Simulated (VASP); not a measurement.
# ZnS: relaxation with set parts of the cell free, by free to move

ZnS, P1 (no. 1), 8 atoms in the cell. RPBE, constrained relaxation; PAW potentials Zn, S (PBE set).

| Free to move | Volume (Å³/atom) | Pressure in a fresh run at the final cell (GPa) | Pressure printed at the end of the relaxation (GPa) | Ionic steps, all stages | Electronic steps, all stages | Time (s) |
|---|---|---|---|---|---|---|
| atoms | 20.046 | 2.85 | 2.85 | 14 | 112 | 171 |
| atoms, shape and volume | 20.894 | 0.01 | 0.01 | 20 | 160 | 257 |
| atoms and shape at fixed volume | 20.046 | 2.87 | 2.87 | 16 | 130 | 191 |
| shape alone | 20.046 | 2.97 | 2.96 | 11 | 90 | 139 |
| shape and volume | 20.927 | 0.02 | 0.02 | 13 | 114 | 165 |
| volume alone | 20.936 | 0.01 | -0.01 | 7 | 80 | 114 |
| atoms and volume | 20.892 | 0.02 | 0.02 | 19 | 151 | 238 |
| atoms and the z components of the lattice | 20.652 | 0.74 | 0.74 | 15 | 128 | 200 |
| atoms and the x and y components of the lattice | 20.804 | 0.28 | 0.28 | 20 | 164 | 252 |
| atoms and the y and z components of the lattice | 20.806 | 0.28 | 0.28 | 18 | 149 | 213 |

Limits: the start was distorted on purpose (random strain, atoms moved at random), so the space group given is the start's and not the crystal's.

## Input of the first row

INCAR.step1:
```
PREC = Accurate ; ENCUT = 400
EDIFF = 1E-6 ; ISMEAR = 0
SIGMA = 0.05 ; LREAL = False
LASPH = True ; NELM = 100
ALGO = Normal ; LWAVE = False
LCHARG = False ; GGA = RP
IBRION = 2 ; NSW = 80
ISIF = 2 ; EDIFFG = -0.01
POTIM = 0.5 ; ISYM = 0
KPAR = 4
```

INCAR.step3, as INCAR.step1 but for:
```
- IBRION = 2
- NSW = 80
- EDIFFG = -0.01
- POTIM = 0.5
+ NSW = 0
```

KPOINTS:
```
k-points
0
Gamma
  3 3 3
```

POSCAR.step1:
```
ZnS
1.0
    5.4226750000     -0.0130110000     -0.0055800000
   -0.0130110000      5.4529250000      0.0277630000
   -0.0055800000      0.0277630000      5.4237010000
Zn S
4 4
Direct
    0.2555130000      0.2535500000      0.2507640000
    0.2414210000      0.7542660000      0.7517550000
    0.7479700000      0.2514940000      0.7510560000
    0.7550730000      0.7467700000      0.2526130000
   -0.0037350000     -0.0048650000     -0.0061810000
    0.0076780000      0.4968670000      0.4954400000
    0.4958760000     -0.0056710000      0.4980090000
    0.5002040000      0.5075880000      0.0065440000
```

POSCAR.step3:
```
ZnS
1.0
    5.4226750000     -0.0130110000     -0.0055800000
   -0.0130110000      5.4529250000      0.0277630000
   -0.0055800000      0.0277630000      5.4237010000
Zn S
4 4
Direct
    0.2491588240      0.2501634443      0.2503435902
    0.2489953655      0.7501668278      0.7504688196
    0.7489909009      0.2501970869      0.7504345209
    0.7491592633      0.7501998779      0.2505133098
    0.0009198194      0.9998325111      0.9995438756
    0.0009196632      0.4997577339      0.4995493539
    0.5009019979      0.9997919879      0.4995785307
    0.5009541659      0.4998895302      0.9995679993
```

Commands (each step's output is kept before the next begins):
```
cat potpaw_PBE.64/Zn/POTCAR potpaw_PBE.64/S/POTCAR > POTCAR
cp INCAR.step1 INCAR
cp POSCAR.step1 POSCAR
mpirun -np 4 vasp_std > vasp.out
cp CONTCAR POSCAR
mpirun -np 4 vasp_std > vasp.out
# POSCAR: the CONTCAR of the step before
cp INCAR.step3 INCAR
cp POSCAR.step3 POSCAR
mpirun -np 4 vasp_std > vasp.out
```

Changes of the last row against the first:
```
- ISIF = 2
+ ISIF = 3
+ LATTICE_CONSTRAINTS = .FALSE. .TRUE. .TRUE.
```

VASP 6.6.1 took 171 s on 4 cores (Intel Xeon Platinum 8259CL @ 2.50GHz (Skylake/Cascade Lake)), a shared host.
